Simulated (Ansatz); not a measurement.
# CdTe: the cost of one run

Computed with Ansatz 0.2.0 (DFT PBE, scalar-relativistic, plane waves, PAW, unless a step's input says otherwise).

The COD entry's cell or inner coordinates are ideal or old and differ from later refinements, so a difference from it is no clean test against experiment.

### 1 The system as given

Symmetry: F-43m, No. 216, cubic system. Conventional cell: a = 6.410 Å, b = 6.410 Å, c = 6.410 Å, α = 90.00°, β = 90.00°, γ = 90.00°. Around Cd (site symmetry -43m) lie 4 Te at 2.78 Å. Te (site symmetry -43m) is surrounded by 4 Cd at 2.78 Å.

Structure file:

```xyz
54
Lattice="0.0000 9.6150 9.6150 9.6150 0.0000 9.6150 9.6150 9.6150 0.0000" Properties=species:S:1:pos:R:3 pbc="T T T"
Cd    0.0000    0.0000    0.0000
Cd    3.2050    3.2050    0.0000
Cd    6.4100    6.4100    0.0000
Cd    3.2050    0.0000    3.2050
Cd    6.4100    3.2050    3.2050
Cd    9.6150    6.4100    3.2050
Cd    6.4100    0.0000    6.4100
Cd    9.6150    3.2050    6.4100
Cd   12.8200    6.4100    6.4100
Cd    0.0000    3.2050    3.2050
Cd    3.2050    6.4100    3.2050
Cd    6.4100    9.6150    3.2050
Cd    3.2050    3.2050    6.4100
Cd    6.4100    6.4100    6.4100
Cd    9.6150    9.6150    6.4100
Cd    6.4100    3.2050    9.6150
Cd    9.6150    6.4100    9.6150
Cd   12.8200    9.6150    9.6150
Cd    0.0000    6.4100    6.4100
Cd    3.2050    9.6150    6.4100
Cd    6.4100   12.8200    6.4100
Cd    3.2050    6.4100    9.6150
Cd    6.4100    9.6150    9.6150
Cd    9.6150   12.8200    9.6150
Cd    6.4100    6.4100   12.8200
Cd    9.6150    9.6150   12.8200
Cd   12.8200   12.8200   12.8200
Te    1.6025    1.6025    1.6025
Te    4.8075    4.8075    1.6025
Te    8.0125    8.0125    1.6025
Te    4.8075    1.6025    4.8075
Te    8.0125    4.8075    4.8075
Te   11.2175    8.0125    4.8075
Te    8.0125    1.6025    8.0125
Te   11.2175    4.8075    8.0125
Te   14.4225    8.0125    8.0125
Te    1.6025    4.8075    4.8075
Te    4.8075    8.0125    4.8075
Te    8.0125   11.2175    4.8075
Te    4.8075    4.8075    8.0125
Te    8.0125    8.0125    8.0125
Te   11.2175   11.2175    8.0125
Te    8.0125    4.8075   11.2175
Te   11.2175    8.0125   11.2175
Te   14.4225   11.2175   11.2175
Te    1.6025    8.0125    8.0125
Te    4.8075   11.2175    8.0125
Te    8.0125   14.4225    8.0125
Te    4.8075    8.0125   11.2175
Te    8.0125   11.2175   11.2175
Te   11.2175   14.4225   11.2175
Te    8.0125    8.0125   14.4225
Te   11.2175   11.2175   14.4225
Te   14.4225   14.4225   14.4225
```

The runs take a perfect supercell of 54 atoms; the defect goes to fractional position (0.083, 0.083, 0.083).

### 2 The perfect supercell

input.yaml reads:

```yaml
crystal:
  lattice:
    - [0.0, 9.615, 9.615]
    - [9.615, 0.0, 9.615]
    - [9.615, 9.615, 0.0]
  atoms:
    - { symbol: Cd, position: [0.0, 0.0, 0.0] }
    - { symbol: Cd, position: [0.0, 0.0, 0.333333] }
    - { symbol: Cd, position: [0.0, 0.0, 0.666667] }
    - { symbol: Cd, position: [0.0, 0.333333, 0.0] }
    - { symbol: Cd, position: [0.0, 0.333333, 0.333333] }
    - { symbol: Cd, position: [0.0, 0.333333, 0.666667] }
    - { symbol: Cd, position: [0.0, 0.666667, 0.0] }
    - { symbol: Cd, position: [0.0, 0.666667, 0.333333] }
    - { symbol: Cd, position: [0.0, 0.666667, 0.666667] }
    - { symbol: Cd, position: [0.333333, 0.0, 0.0] }
    - { symbol: Cd, position: [0.333333, 0.0, 0.333333] }
    - { symbol: Cd, position: [0.333333, 0.0, 0.666667] }
    - { symbol: Cd, position: [0.333333, 0.333333, 0.0] }
    - { symbol: Cd, position: [0.333333, 0.333333, 0.333333] }
    - { symbol: Cd, position: [0.333333, 0.333333, 0.666667] }
    - { symbol: Cd, position: [0.333333, 0.666667, 0.0] }
    - { symbol: Cd, position: [0.333333, 0.666667, 0.333333] }
    - { symbol: Cd, position: [0.333333, 0.666667, 0.666667] }
    - { symbol: Cd, position: [0.666667, 0.0, 0.0] }
    - { symbol: Cd, position: [0.666667, 0.0, 0.333333] }
    - { symbol: Cd, position: [0.666667, 0.0, 0.666667] }
    - { symbol: Cd, position: [0.666667, 0.333333, 0.0] }
    - { symbol: Cd, position: [0.666667, 0.333333, 0.333333] }
    - { symbol: Cd, position: [0.666667, 0.333333, 0.666667] }
    - { symbol: Cd, position: [0.666667, 0.666667, 0.0] }
    - { symbol: Cd, position: [0.666667, 0.666667, 0.333333] }
    - { symbol: Cd, position: [0.666667, 0.666667, 0.666667] }
    - { symbol: Te, position: [0.083333, 0.083333, 0.083333] }
    - { symbol: Te, position: [0.083333, 0.083333, 0.416667] }
    - { symbol: Te, position: [0.083333, 0.083333, 0.75] }
    - { symbol: Te, position: [0.083333, 0.416667, 0.083333] }
    - { symbol: Te, position: [0.083333, 0.416667, 0.416667] }
    - { symbol: Te, position: [0.083333, 0.416667, 0.75] }
    - { symbol: Te, position: [0.083333, 0.75, 0.083333] }
    - { symbol: Te, position: [0.083333, 0.75, 0.416667] }
    - { symbol: Te, position: [0.083333, 0.75, 0.75] }
    - { symbol: Te, position: [0.416667, 0.083333, 0.083333] }
    - { symbol: Te, position: [0.416667, 0.083333, 0.416667] }
    - { symbol: Te, position: [0.416667, 0.083333, 0.75] }
    - { symbol: Te, position: [0.416667, 0.416667, 0.083333] }
    - { symbol: Te, position: [0.416667, 0.416667, 0.416667] }
    - { symbol: Te, position: [0.416667, 0.416667, 0.75] }
    - { symbol: Te, position: [0.416667, 0.75, 0.083333] }
    - { symbol: Te, position: [0.416667, 0.75, 0.416667] }
    - { symbol: Te, position: [0.416667, 0.75, 0.75] }
    - { symbol: Te, position: [0.75, 0.083333, 0.083333] }
    - { symbol: Te, position: [0.75, 0.083333, 0.416667] }
    - { symbol: Te, position: [0.75, 0.083333, 0.75] }
    - { symbol: Te, position: [0.75, 0.416667, 0.083333] }
    - { symbol: Te, position: [0.75, 0.416667, 0.416667] }
    - { symbol: Te, position: [0.75, 0.416667, 0.75] }
    - { symbol: Te, position: [0.75, 0.75, 0.083333] }
    - { symbol: Te, position: [0.75, 0.75, 0.416667] }
    - { symbol: Te, position: [0.75, 0.75, 0.75] }
basis:
  ecutwfc: 420
  fft_grid_basis: typed
kpoints:
  mp_grid: { grid: [1, 1, 1] }
hamiltonian:
  xc: pbe
  pseudopotentials: { kind: paw }
scf:
  occupations: { method: gaussian, width: 0.05 }
output:
  forces: true
  stress: false
  eigenvalues: true
  bader: false
  write_density: true
  volumetric_format: npy
```

Launch:

```
> ansatz run input.yaml --threads 8 --pin off --max-ram 16384MiB --backend cpu --events-out ev --progress --plain --runs-dir out
```

**Question.** How long does this run take on 8 threads of Arm Neoverse V1, shared host, and how much memory does it need?

About 15 s, with a peak of 2.9 GiB.
